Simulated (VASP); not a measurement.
# Au (Im-3m) in VASP: further runs

The runs below take Au through single point, with PBE.

All numbers are computed with VASP 6.6.1; they aren't measurements. Logs are shortened: lines on timing, memory, paths and dates and some standing lists are left out, and cuts for length are marked.

## 1. Starting point

The structure is cubic, space group Im-3m (No. 229). Conventional cell: a = 3.315 Å, b = 3.315 Å, c = 3.315 Å, α = 90.00°, β = 90.00°, γ = 90.00°. Au (site symmetry m-3m) has 8 Au at 2.87 Å as nearest neighbours.

This isn't the form of Au at room conditions, which is fcc.

## 2. Single point, PBE

The input, INCAR:

```
  ADDGRID = F
  ALGO = Normal
  EDIFF = 1E-6
  ENCUT = 650
  GGA = PE
  ISIF = 2
  ISMEAR = 1
  LASPH = T
  LCHARG = F
  LREAL = F
  LWAVE = F
  NBANDS = 12
  NELM = 100
  PREC = Accurate
  SIGMA = 0.15
```

The input, KPOINTS:

```
k-points
0
Gamma
  5 5 5
```

The input, POSCAR:

```
Au
1.0
   -1.6572690000      1.6572690000      1.6572690000
    1.6572690000     -1.6572690000      1.6572690000
    1.6572690000      1.6572690000     -1.6572690000
Au
1
Direct
    0.0000000000      0.0000000000      0.0000000000
```

Potentials or basis: VASP PAW PBE potentials, release 64 (Au).

Command:

```sh
> cat potpaw_PBE.64/Au/POTCAR > POTCAR
> mpirun -np 1 vasp_std > vasp.out
```

OUTCAR:

```text
EDIFF = 1E-6
   ENCUT = 650
   GGA = PE
   ISIF = 2
   ISMEAR = 1
   LASPH = T
   LREAL = F
   NELM = 100
   PREC = Accurate

 Found     10 irreducible k-points:

 Following reciprocal coordinates:
            Coordinates               Weight
  0.000000  0.000000  0.000000      1.000000
  0.200000  0.000000  0.000000     12.000000
  0.400000  0.000000  0.000000     12.000000
  0.200000  0.200000  0.000000     24.000000
  0.400000  0.200000 -0.000000     24.000000
  0.200000  0.200000  0.200000      8.000000
   k-points           NKPTS =     10   k-points in BZ     NKDIM =     10   number of bands    NBANDS=     12
   number of dos      NEDOS =    301   number of ions     NIONS =      1
   total plane-waves  NPLWV =  13824
   dimension x,y,z NGX =    24 NGY =   24 NGZ =   24
   dimension x,y,z NGXF=    48 NGYF=   48 NGZF=   48
   ions per type =               1
   NGX,Y,Z   is equivalent  to a cutoff of  13.90, 13.90, 13.90 a.u.
   NGXF,Y,Z  is equivalent  to a cutoff of  27.80, 27.80, 27.80 a.u.
 SYSTEM =  unknown system
   PREC   = accura    normal or accurate (medium, high low for compatibility)
   ISTART =      0    job   : 0-new  1-cont  2-samecut
   ICHARG =      2    charge: 1-file 2-atom 10-const
   ISPIN  =      1    spin polarized calculation?
   LNONCOLLINEAR =      F non collinear calculations
   LSORBIT =      F    spin-orbit coupling
   LASPH  =      T    aspherical Exc in radial PAW
   ENCUT  =  650.0 eV  47.77 Ry    6.91 a.u.   5.97  5.97  5.97*2*pi/ulx,y,z
   NELM   =    100;   NELMIN=  2; NELMDL= -5     # of ELM steps
   EDIFF  = 0.1E-05   stopping-criterion for ELM
   LREAL  =      F    real-space projection
   EDIFFG = 0.1E-04   stopping-criterion for IOM
   NSW    =      0    number of steps for IOM
   IBRION =     -1    ionic relax: 0-MD 1-quasi-New 2-CG
   NFREE  =      0    steps in history (QN), initial steepest desc. (CG)
   ISIF   =      2    stress and relaxation
   ISYM   =      2    0-nonsym 1-usesym 2-fastsym
   POTIM  = 0.5000    time-step for ionic-motion
   TEBEG  =    0.0;   TEEND  =   0.0 temperature during run
   PSTRESS=    0.0 pullay stress
   NELECT =      11.0000    total number of electrons
   NUPDOWN=      -1.0000    fix difference up-down
   EMIN   =  10.00;   EMAX   =-10.00  energy-range for DOS
   EFERMI =   0.00;   METHOD = LEGACY
   ISMEAR =     1;   SIGMA  =   0.15  broadening in eV -4-tet -1-fermi 0-gaus
   EFERMI_NEDOS =   21; number of points for ismear=-14 and -15
   IALGO  =     38    algorithm
   IMIX   =      4    mixing-type and parameters
     AMIX     =   0.40;   BMIX     =  1.00
     AMIX_MAG =   1.60;   BMIX_MAG =  1.00
  volume/ion in A,a.u.               =      18.21       122.87
  Fermi-wavevector in a.u.,A,eV,Ry     =   1.383968  2.615320 26.060157  1.915367
  Thomas-Fermi vector in A             =   2.508516
   LORBIT       =      0    0 simple, 1 ext, 2 COOP (PROOUT), +10 PAW based schemes
   GGA     = PE    functional components
   LHFCALC =     F    Hartree Fock is set to
   AEXX    =    0.0000 exact exchange contribution
   IVDW    =     0    specifies the selected vdW correction
   LEPSILON=     F    determine dielectric tensor
   LRPA    =     F    only Hartree local field effects (RPA)
 non-spin polarized calculation
 Methfessel and Paxton  Order N= 1 SIGMA  =   0.15
  energy-cutoff  :      650.00
  volume of cell :       18.21
 maximum number of plane-waves:       691
   NGX = 11   NGY = 11   NGZ = 11

 number of electron      10.9999998 magnetization

 Free energy of the ion-electron system (eV)
  ---------------------------------------------------
  ext. energy  EPLUGINS =         0.00000000
  ---------------------------------------------------
  free energy    TOTEN  =        -3.19727301 eV

  energy without entropy =       -3.19036211  energy(sigma->0) =       -3.19496938

 E-fermi :   8.3349     XC(G=0): -12.3237

 val. band max:        6.9806173993   @ k =   0.2000   0.2000   0.0000
 cond. band min:       8.3690771142   @ k =  -0.4000   0.4000   0.2000
 fundamental gap:      1.3884597149
 Fermi energy:         8.3348771360

 k-point     1 :       0.0000    0.0000    0.0000
  band No.  band energies     occupation
      1      -0.7556      2.00000
      2       3.9094      2.00000
      3       3.9094      2.00000
      4       3.9094      2.00000
      5       5.6411      2.00000
      6       5.6411      2.00000
      7      24.9074      0.00000
      8      24.9074      0.00000
      9      24.9074      0.00000
     10      31.5747      0.00000
     11      31.5747      0.00000
     12      31.5747      0.00000

 k-point     2 :       0.2000    0.0000    0.0000
  band No.  band energies     occupation
      1       0.5169      2.00000
      2       3.5487      2.00000
      3       3.9569      2.00000
      4       4.8038      2.00000
      5       5.3668      2.00000
      6       5.6776      2.00000
      7      22.1212      0.00000
      8      24.0364      0.00000
      9      26.4632      0.00000
     10      27.6881      0.00000
     11      27.7545      0.00000
     12      28.9569      0.00000

 k-point     3 :       0.4000    0.0000    0.0000
  band No.  band energies     occupation
      1       1.7668      2.00000
      2       3.0175      2.00000
      3       5.4134      2.00000
      4       5.7887      2.00000
      5       6.3609      2.00000
      6       6.6335      2.00000
      7      14.0213      0.00000
      8      21.1839      0.00000
      9      22.7089      0.00000
     10      28.9392      0.00000
     11      29.2579      0.00000
     12      31.6947      0.00000

 k-point     4 :       0.2000    0.2000    0.0000
  band No.  band energies     occupation
      1       2.1613      2.00000
      2       3.4419      2.00000
      3       3.6758      2.00000
      4       5.2810      2.00000
      5       5.8373      2.00000
      6       6.9806      2.00000
      7      17.5129      0.00000
      8      19.7731      0.00000
      9      23.1570      0.00000
     10      27.2519      0.00000
     11      30.7276      0.00000
     12      32.8567      0.00000

 k-point     5 :       0.4000    0.2000   -0.0000
  band No.  band energies     occupation
      1       2.3968      2.00000
      2       3.1978      2.00000
      3       4.6729      2.00000
      4       5.5172      2.00000
      5       6.1262      2.00000
      6      10.9689     -0.00000
      7      11.4862      0.00000
      8      17.3793      0.00000
      9      21.9624      0.00000
     10      28.7650      0.00000
     11      30.0823      0.00000
     12      33.2739      0.00000

 k-point     6 :       0.2000    0.2000    0.2000
  band No.  band energies     occupation
      1       3.1943      2.00000
      2       3.1943      2.00000
      3       3.7098      2.00000
      4       5.8022      2.00000
      5       5.8022      2.00000
      6      10.3610     -0.00000
      7      13.8863      0.00000
      8      17.3707      0.00000
      9      17.3707      0.00000
     10      31.2861      0.00000
     11      33.8243      0.00000
     12      34.2686      0.00000

 [... further k-points ...]
[... 5 lines left out ...]
  --------------------------------------------------------------------------------------
  -------------------------------------------------------------------------------------
  Total       -0.1276152     -0.1276152     -0.1276152      0.0000000      0.0000000     -0.0000000
  in kB      -11.2298467    -11.2298467    -11.2298467      0.0000000      0.0000000     -0.0000000
  external PRESSURE =     -11.2298467 kB  Pullay stress =       0.0000000 kB

 VOLUME and BASIS-vectors are now :
 -----------------------------------------------------------------------------
  energy-cutoff  :      650.00
  volume of cell :       18.21
      direct lattice vectors                 reciprocal lattice vectors
    -1.657269000  1.657269000  1.657269000     0.000000000  0.301701172  0.301701172
     1.657269000 -1.657269000  1.657269000     0.301701172  0.000000000  0.301701172
     1.657269000  1.657269000 -1.657269000     0.301701172  0.301701172  0.000000000

 POSITION                                       TOTAL-FORCE (eV/Angst)
 -----------------------------------------------------------------------------------
      0.00000      0.00000      0.00000         0.000000     -0.000000      0.000000
 -----------------------------------------------------------------------------------
    total drift:                               -0.000000      0.000000     -0.000000

  FREE ENERGIE OF THE ION-ELECTRON SYSTEM (eV)
  ---------------------------------------------------
  free  energy   TOTEN  =        -3.1972730141 eV

  energy  without entropy=       -3.1903621110  energy(sigma->0) =       -3.19496938
```

Wall time 3.3 s (1 thread of Intel Xeon 6975P-C (Granite Rapids), shared host); peak memory 0.13 GiB.

These settings aren't checked as converged: the numbers below hold their error.

Results:

- Free energy: -3.1973 eV
- Pressure: -1.1 GPa
- Band gap on the k mesh: none (metal or under the smearing width)

Caveat: the k mesh is coarse (spacing up to 0.54 Å⁻¹), so the values aren't converged.

## 3. Single point, PBE

INCAR: that of step 2 with these lines changed.

```diff
@@ -3,3 +3,3 @@
   EDIFF = 1E-6
-  ENCUT = 650
+  ENCUT = 340
   GGA = PE
```

The input, KPOINTS:

```
k-points
0
Gamma
  7 7 7
```

POSCAR is that of step 2.

Potentials or basis: VASP PAW PBE potentials, release 64 (Au).

Command:

```sh
> cat potpaw_PBE.64/Au/POTCAR > POTCAR
> mpirun -np 1 vasp_std > vasp.out
```

It took 3.3 s on 1 thread of Intel Xeon 6975P-C (Granite Rapids), shared host; peak memory 0.1 GiB.

The run converged, but some of its settings lie outside the range that counts as converged, so its numbers aren't taken as properties of the crystal.

What came out:

```yaml
Free_energy: -3.2024 eV
Pressure: -1.5 GPa
Band_gap_on_the_k_mesh: none (metal or under the smearing width)
```

Caveat: the k mesh is coarse (spacing up to 0.38 Å⁻¹), so the values aren't converged.

## 4. Single point, PBE

INCAR: that of step 3 with these lines changed.

```diff
@@ -3,3 +3,3 @@
   EDIFF = 1E-6
-  ENCUT = 340
+  ENCUT = 220
   GGA = PE
```

The input, KPOINTS:

```
k-points
0
Gamma
  10 10 10
```

POSCAR is that of step 3.

Command:

```sh
> cat potpaw_PBE.64/Au/POTCAR > POTCAR
> mpirun -np 1 vasp_std > vasp.out
```

It took 3 s on 1 thread of Intel Xeon 6975P-C (Granite Rapids), shared host; peak memory 0.1 GiB.

The run converged, but a check on its numbers failed (symmetry, net force, bounds or a known fault of this set-up), so they aren't taken as properties of the crystal.

Caveat: the cutoff lies under the usual one of these potentials, so the numbers hold a large basis-set error.

## 5. The reference run

An earlier run on the cell as given: functional PBE; potentials or basis VASP PAW PBE potentials, release 64 (Au); cutoff 520 eV; k mesh 11 × 11 × 11; occupations fermi-dirac, width 0.05 eV; no spin polarisation.

* Pressure: -1.1 GPa
* Band gap on the k mesh: none (metal or under the smearing width)
